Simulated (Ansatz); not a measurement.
**C in Ansatz: convergence with k mesh**

C:

```
C
1.0
     2.12732   -1.22828    0.00000
     2.12732    1.22828    0.00000
    -1.37907    0.00000    3.50283
C
2
Direct
  0.16664 0.16664 0.99991
  0.83336 0.83336 0.00009
```

This is a stacking variant of graphite.

| Property | Result |
| --- | --- |
| Program | Ansatz 0.2.0 |
| Task | convergence study |
| Functional | PBE |
| Potentials or basis | all-electron LAPW, scalar-relativistic |
| Cutoff | 528 eV (chosen from the basis error) |
| Basis error allowed | 0.001 eV/atom |
| k mesh | 3 × 3 × 2 |
| Occupations | fermi-dirac, width 0.05 eV |
| Spin | no spin polarisation |

These are the settings of the first run; the series varies k mesh, with any setting tied to it.

Hardware: 1 thread of Intel(R) Xeon(R) Platinum 8488C (Sapphire Rapids), with other jobs on the host.

```csv
k mesh,"energy less the tightest run, at zero smearing (meV/atom)",pressure (GPa),largest force (eV/Å),gap on the mesh (eV),SCF cycles,CPU time (s),peak memory (GiB)
3 × 3 × 2,239.26,5.24,0.250,0.472,6,2,0.25
5 × 5 × 3,10.51,3.87,0.005,2.521,6,1.8,0.27
6 × 6 × 4,16.63,3.81,0.051,0.464,6,3.1,0.29
8 × 8 × 5,-0.08,3.74,0.006,1.727,6,5.7,0.32
10 × 10 × 6,-1.60,3.72,0.006,1.382,6,10,0.42
13 × 13 × 8,-0.51,3.74,0.005,0.930,6,23,0.63
16 × 16 × 10,-0.14,3.74,0.004,0.622,6,40,0.97
19 × 19 × 12,0.00,3.74,0.004,0.430,6,67,1.5
```

Against the tightest run, the energy stays within 1 meV/atom from 13 × 13 × 8 on; the pressure stays within 0.1 GPa from 6 × 6 × 4 on; the largest force stays within 0.005 eV/Å from 8 × 8 × 5 on. Not settled before the last step: the gap on the mesh (to 0.01 eV). Meshes of other sizes hit other points, so gaps and Fermi surfaces needn't settle smoothly. The tightest run that finished is the yardstick and may itself not be fully converged.

Caveat, for the tightest run too: an odd mesh through Γ misses points on the zone boundary, where band edges often lie; this functional lacks dispersion, which binds the layers, so the pressure and a relaxed spacing across them are unreliable.
